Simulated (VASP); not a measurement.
# Na: nudged elastic band

Na, defect, 15 atoms in the cell. PBE, nudged elastic band; PAW potentials Na_pv (PBE set).

Path: a Na atom hops into a neighbouring Na vacancy; Moving images: 3.

## Input

INCAR.step1:
```
SYSTEM = Na
ALGO = Normal
EDIFF = 1E-6
EDIFFG = -0.02
ENCUT = 300
IBRION = 2
ISIF = 2
ISMEAR = 1
KPAR = 6
LASPH = .True.
LCHARG = .False.
LREAL = .False.
LWAVE = .False.
NELM = 100
NSW = 100
POTIM = 0.5
PREC = Normal
SIGMA = 0.1
```

INCAR.step3:
```
SYSTEM = Na
ALGO = Normal
EDIFF = 1E-6
EDIFFG = -0.05
ENCUT = 300
IBRION = 1
IMAGES = 3
ISMEAR = 1
KPAR = 2
LASPH = .True.
LCHARG = .False.
LREAL = .False.
LWAVE = .False.
NELM = 100
NSW = 100
POTIM = 0.3
PREC = Normal
SIGMA = 0.1
SPRING = -5
```

KPOINTS:
```
k-points
0
Gamma
  3 3 3
```

00/POSCAR:
```
Na
1.0
    8.4660257600      0.0000000000      0.0000000000
    0.0000000000      8.4660257600      0.0000000000
    0.0000000000      0.0000000000      8.4660257600
Na
15
Direct
    0.5054999554      0.5054999554      0.5054999554
    0.2486851673      0.2486851673      0.2486851673
    0.7658836553      0.7658836553      0.7658836553
    0.2349624495      0.7518397285      0.7601420797
    0.7507201033      0.2347037129      0.2439197666
    0.4919368289      0.0043316556      0.9929073090
    0.9915525252      0.5035287195      0.4950513932
    0.7601420797      0.2349624495      0.7518397285
    0.2439197666      0.7507201033      0.2347037129
    0.7518397285      0.7601420797      0.2349624495
    0.2347037129      0.2439197666      0.7507201033
    0.0043316556      0.9929073090      0.4919368289
    0.5035287195      0.4950513932      0.9915525252
    0.9929073090      0.4919368289      0.0043316556
    0.4950513932      0.9915525252      0.5035287195
```

01/POSCAR:
```
Na
1.0
    8.4660257600      0.0000000000      0.0000000000
    0.0000000000      8.4660257600      0.0000000000
    0.0000000000      0.0000000000      8.4660257600
Na
15
Direct
    0.5079627662      0.5079627662      0.5079627662
    0.1946515167      0.1946515167      0.1946515167
    0.7674544720      0.7674544720      0.7674544720
    0.2407775102      0.7543083282      0.7626556566
    0.7526897310      0.2409213344      0.2506898238
    0.4943589877      0.0099525145      0.9993070670
    0.9980100740      0.5052940111      0.4966312565
    0.7626556566      0.2407775102      0.7543083282
    0.2506898238      0.7526897310      0.2409213344
    0.7543083282      0.7626556566      0.2407775102
    0.2409213344      0.2506898238      0.7526897310
    0.0099525145      0.9993070670      0.4943589877
    0.5052940111      0.4966312565      0.9980100740
    0.9993070670      0.4943589877      0.0099525145
    0.4966312565      0.9980100740      0.5052940111
```

02/POSCAR:
```
Na
1.0
    8.4660257600      0.0000000000      0.0000000000
    0.0000000000      8.4660257600      0.0000000000
    0.0000000000      0.0000000000      8.4660257600
Na
15
Direct
    0.5104255770      0.5104255770      0.5104255770
    0.1406178662      0.1406178662      0.1406178662
    0.7690252886      0.7690252886      0.7690252886
    0.2465925710      0.7567769280      0.7651692336
    0.7546593587      0.2471389559      0.2574598810
    0.4967811464      0.0155733733      1.0057068250
    1.0044676229      0.5070593026      0.4982111199
    0.7651692336      0.2465925710      0.7567769280
    0.2574598810      0.7546593587      0.2471389559
    0.7567769280      0.7651692336      0.2465925710
    0.2471389559      0.2574598810      0.7546593587
    0.0155733733      1.0057068250      0.4967811464
    0.5070593026      0.4982111199      1.0044676229
    1.0057068250      0.4967811464      0.0155733733
    0.4982111199      1.0044676229      0.5070593026
```

03/POSCAR:
```
Na
1.0
    8.4660257600      0.0000000000      0.0000000000
    0.0000000000      8.4660257600      0.0000000000
    0.0000000000      0.0000000000      8.4660257600
Na
15
Direct
    0.5128883877      0.5128883877      0.5128883877
    0.0865842156      0.0865842156      0.0865842156
    0.7705961052      0.7705961052      0.7705961052
    0.2524076317      0.7592455277      0.7676828106
    0.7566289864      0.2533565774      0.2642299381
    0.4992033051      0.0211942322      1.0121065830
    1.0109251718      0.5088245942      0.4997909832
    0.7676828106      0.2524076317      0.7592455277
    0.2642299381      0.7566289864      0.2533565774
    0.7592455277      0.7676828106      0.2524076317
    0.2533565774      0.2642299381      0.7566289864
    0.0211942322      1.0121065830      0.4992033051
    0.5088245942      0.4997909832      1.0109251718
    1.0121065830      0.4992033051      0.0211942322
    0.4997909832      1.0109251718      0.5088245942
```

04/POSCAR:
```
Na
1.0
    8.4660257600      0.0000000000      0.0000000000
    0.0000000000      8.4660257600      0.0000000000
    0.0000000000      0.0000000000      8.4660257600
Na
15
Direct
    0.5153511985      0.5153511985      0.5153511985
    0.0325505651      0.0325505651      0.0325505651
    0.7721669219      0.7721669219      0.7721669219
    0.2582226924      0.7617141275      0.7701963876
    0.7585986141      0.2595741989      0.2709999953
    0.5016254639      0.0268150911      1.0185063410
    1.0173827206      0.5105898857      0.5013708465
    0.7701963876      0.2582226924      0.7617141275
    0.2709999953      0.7585986141      0.2595741989
    0.7617141275      0.7701963876      0.2582226924
    0.2595741989      0.2709999953      0.7585986141
    0.0268150911      1.0185063410      0.5016254639
    0.5105898857      0.5013708465      1.0173827206
    1.0185063410      0.5016254639      0.0268150911
    0.5013708465      1.0173827206      0.5105898857
```

POSCAR.step1:
```
Na
1.0
    8.4660257600      0.0000000000      0.0000000000
    0.0000000000      8.4660257600      0.0000000000
    0.0000000000      0.0000000000      8.4660257600
Na
15
Direct
    0.5243349500      0.5243349500      0.5243349500
    0.2743349500      0.2743349500      0.2743349500
    0.7743349500      0.7743349500      0.7743349500
    0.2256650500      0.7256650500      0.7743349500
    0.7256650500      0.2256650500      0.2743349500
    0.4756650500      0.0243349500      0.9756650500
    0.9756650500      0.5243349500      0.4756650500
    0.7743349500      0.2256650500      0.7256650500
    0.2743349500      0.7256650500      0.2256650500
    0.7256650500      0.7743349500      0.2256650500
    0.2256650500      0.2743349500      0.7256650500
    0.0243349500      0.9756650500      0.4756650500
    0.5243349500      0.4756650500      0.9756650500
    0.9756650500      0.4756650500      0.0243349500
    0.4756650500      0.9756650500      0.5243349500
```

POSCAR.step2:
```
Na
1.0
    8.4660257600      0.0000000000      0.0000000000
    0.0000000000      8.4660257600      0.0000000000
    0.0000000000      0.0000000000      8.4660257600
Na
15
Direct
    0.5243349500      0.5243349500      0.5243349500
    0.0243349500      0.0243349500      0.0243349500
    0.7743349500      0.7743349500      0.7743349500
    0.2256650500      0.7256650500      0.7743349500
    0.7256650500      0.2256650500      0.2743349500
    0.4756650500      0.0243349500      0.9756650500
    0.9756650500      0.5243349500      0.4756650500
    0.7743349500      0.2256650500      0.7256650500
    0.2743349500      0.7256650500      0.2256650500
    0.7256650500      0.7743349500      0.2256650500
    0.2256650500      0.2743349500      0.7256650500
    0.0243349500      0.9756650500      0.4756650500
    0.5243349500      0.4756650500      0.9756650500
    0.9756650500      0.4756650500      0.0243349500
    0.4756650500      0.9756650500      0.5243349500
```

Commands (each step's output is kept before the next begins):
```
cat potpaw_PBE.64/Na_pv/POTCAR > POTCAR
cp INCAR.step1 INCAR
cp POSCAR.step1 POSCAR
mpirun -np 6 vasp_std > vasp.out
cp POSCAR.step2 POSCAR
mpirun -np 6 vasp_std > vasp.out
# 00 and 04 hold the relaxed ends, the second shifted as a whole so that the mean position stays; the images between are interpolated (pair-distance (IDPP))
cp INCAR.step3 INCAR
mpirun -np 6 vasp_std > vasp.out
```

## Result

- Barrier (eV): 0.132
- Barrier of the reverse step (eV): 0.132
- Energy of the second end over the first (eV): 0.000
- Top of the path (share of its length): 0.53
- Length of the path (Å): 3.33
- Steps of the band: 3
- Ionic steps, all stages: 35
- Electronic steps, all stages: 341

Energy along the relaxed band:

| Image | Distance along the path (Å) | Energy above the first end (eV) | Slope along the path (eV/Å) | Largest force across the path (eV/Å) |
|---|---|---|---|---|
| 0 | 0.000 | 0.000 | relaxed end |  |
| 1 | 0.836 | 0.063 | 0.120 | 0.042 |
| 2 | 1.667 | 0.131 | 0.022 | 0.044 |
| 3 | 2.498 | 0.079 | -0.110 | 0.034 |
| 4 | 3.333 | -0.000 | relaxed end |  |

The cell is Na (16 atoms) with one Na atom missing.

The two ends have the same energy within 0.01 eV.

Limits: the cell holds 15 atoms, so the vacancy or interstitial meets its own images and the barrier isn't that of a lone defect; the atom stays on the straight, symmetric line between the sites, so the barrier is an upper bound: a way around it wasn't tried.

VASP 6.6.1 took 402 s on 6 cores (Intel Xeon Platinum 8124M @ 3.00GHz (Skylake/Cascade Lake)), a shared host.
